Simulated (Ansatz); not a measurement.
# Band structure of Li

```
Li
1.0
     3.05442    0.00000    0.00000
    -1.52721    2.64521    0.00000
     0.00000    0.00000    4.99520
Li
2
Direct
  0.33333 0.66667 0.25000
  0.66667 0.33333 0.75000
```

Atoms are numbered in the order listed.

Conventional cell: a = 3.054 Å, b = 3.054 Å, c = 4.995 Å, α = 90.00°, β = 90.00°, γ = 120.00°. Li (atom 1) has 12 Li at 3.05 to 3.06 Å as nearest neighbours.

The structure comes from a relaxation in the same program, started in the hcp type, and has space group P6_3/mmc. Whether it is a known phase or the ground state wasn't checked.

Theory: DFT, PBE, all-electron LAPW, scalar-relativistic in Ansatz 0.2.0.

Sampling and basis: a Γ-centred 16×16×9 k mesh, Fermi–Dirac smearing of 0.05 eV, basis error target 0.25 meV/atom, no spin polarisation.

Points in fractions of the reciprocal vectors of this cell: Γ (0, 0, 0), M (0.5, 0, 0), K (0.333, 0.333, 0), A (0, 0, 0.5), L (0.5, 0, 0.5), H (0.333, 0.333, 0.5). The path joins them by straight lines in the order Γ–M–K–Γ–A–L–H–A–L; legs that retrace an earlier one aren't tabulated. Energies are in eV from the Fermi level.

Task: Is there a gap?

Result: none: bands cross the Fermi level, a metal.

Task: List the levels between -8 and 2.5 eV at the symmetry points.

Result: 
Γ: -3.57, -0.02
M: -0.08, 1.05
K: 1.31, 2.25 (×2)
A: -2.45 (×2)
L: 0.69 (×2)
H: 2.18 (×2)
